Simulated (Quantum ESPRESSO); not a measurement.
CaO:

```xyz
2
Lattice="0.0000 2.4036 2.4036 2.4036 0.0000 2.4036 2.4036 2.4036 0.0000" Properties=species:S:1:pos:R:3 pbc="T T T"
Ca    0.0000    0.0000    0.0000
O     2.4036    2.4036    2.4036
```

The cell is a database's computed one.

```yaml
Program: Quantum ESPRESSO 7.5
Task: phonons
Functional: LDA
Potentials_or_basis: PseudoDojo 0.4.1 SR LDA standard
Cutoff: 1143 eV
Density_cutoff: 4572 eV
k_mesh: 4 × 4 × 4, shifted
Occupations: fermi-dirac, width 0.05 eV
Spin: no spin polarisation
Form_of_the_LDA_correlation: PW92
Mixing_beta: 0.5
Most_SCF_iterations: 120
SCF_threshold: 4e-10 Ry
```

The cell and the atoms were relaxed first, to 13.01 Å³/atom (a = 3.326 Å, b = 3.326 Å, c = 3.326 Å, α = 60.00°, β = 60.00°, γ = 60.00°), and the response was taken there.

The first run showed a gap, so the response started from a second, tighter run with fixed occupations.

Which optical modes does the crystal have at the zone centre, and which show in infrared and Raman spectra?

The optical modes are T1u. Infrared active: T1u. None is Raman active.

Optical modes at Γ, degenerate ones joined, polar ones without the macroscopic field:
```
cm⁻¹  components  symmetry  active in  IR intensity, summed ((D/Å)²/amu)
 292           3       T1u         IR                              34.08
```

Zone-centre frequencies without and with the macroscopic field along z (cm⁻¹):
```
                optical modes in rising order
       without                    292 292 292
with the field                    292 292 572
```

Born effective charge tensors (e):
atom 1, Ca
```
2.38 0.00 0.00
0.00 2.38 0.00
0.00 0.00 2.38
```
atom 2, O
```
-2.37  0.00  0.00
 0.00 -2.37  0.00
 0.00  0.00 -2.37
```

Electronic dielectric tensor:
```
3.85 0.00 0.00
0.00 3.85 0.00
0.00 0.00 3.85
```

Static dielectric tensor, electrons and zone-centre modes:
```
14.78  0.00  0.00
 0.00 14.78  0.00
 0.00  0.00 14.78
```

Caveat: the k mesh is coarse (spacing up to 0.57 Å⁻¹), so the values aren't converged.
